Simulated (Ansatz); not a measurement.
## Ti under pressure: fit and missing row

Ti, P6/mmm, a = 4.568 Å, c = 2.825 Å. This isn't the element's structure at ambient conditions. Ansatz: r2SCAN, PAW, 500 eV, Γ-centred 12×12×14 mesh on 3 atoms, Gaussian smearing 0.10 eV; no spin polarisation. Cell and atoms are relaxed at each pressure, and no other structure is tried, so the rows at high pressure may lie past a change of phase.

| V (Å³/atom) | P (GPa) |
| --- | --- |
| 13.518 | 39.99 |
| 14.872 | 19.97 |
| ? | 9.98 |
| 16.357 | 4.99 |
| 16.737 | 2.00 |
| 17.014 | 0.00 |
| 17.314 | -2.00 |

**Question.** Take V0 = 17.014 Å³/atom, fit the third-order Birch–Murnaghan form to the other rows, and predict the missing volume.

**Answer.** With the Eulerian strain f = ½[(V0/V)^(2/3) − 1] and y = P/[3f(1 + 2f)^(5/2)], the form is the line y = B0 + 1.5 B0 (B0′ − 4) f. Rows (f, y): 0.08286, 109.6; 0.04693, 113.3; 0.01330, 117.1; 0.00550, 117.9; -0.00579, 118.5. Means f = 0.02856, y = 115.28; Σ(Δf)² = 0.005231, ΣΔfΔy = -0.5436; the slope is their ratio. y = 118.2 − 103.9 f GPa, so B0 = 118.2 GPa and B0′ = 4 + 2 × (-103.9)/(3 × 118.2) = 3.41. P = 9.98 GPa is met at f = 0.02543 (y = 115.56), so V = V0 (1 + 2f)^(−3/2) = 15.794 Å³/atom. The run gave 15.796 Å³/atom, so the fit is 0.002 Å³/atom too low, a small miss on the scale of the series.

The mesh isn't the same in all rows (12×12×14, 12×12×16).

The crystal stiffens under compression, but more slowly than a second-order Birch–Murnaghan solid would: y falls steadily from the expanded cell to the smallest volume, which gives B0′ = 3.41, below the neutral value of 4. The likely reason is electronic. In an early transition metal, compression raises the s and p states relative to the d band, so electrons move into d states that are still mostly bonding. The added d bonding offsets part of the repulsion from the cores and from the compressed sp electrons, keeping the rise in bulk modulus modest.

Near zero strain, y lies slightly above the line in compression and below it in expansion. This pattern suggests a small offset in V0 or pressure, magnified by division by a small f, rather than a real change in stiffness. The close prediction supports the smoothness of the equation of state within the fitted range. Because the missing point is an interpolation, it tests B0′ only weakly and says little about extrapolation to stronger compression.
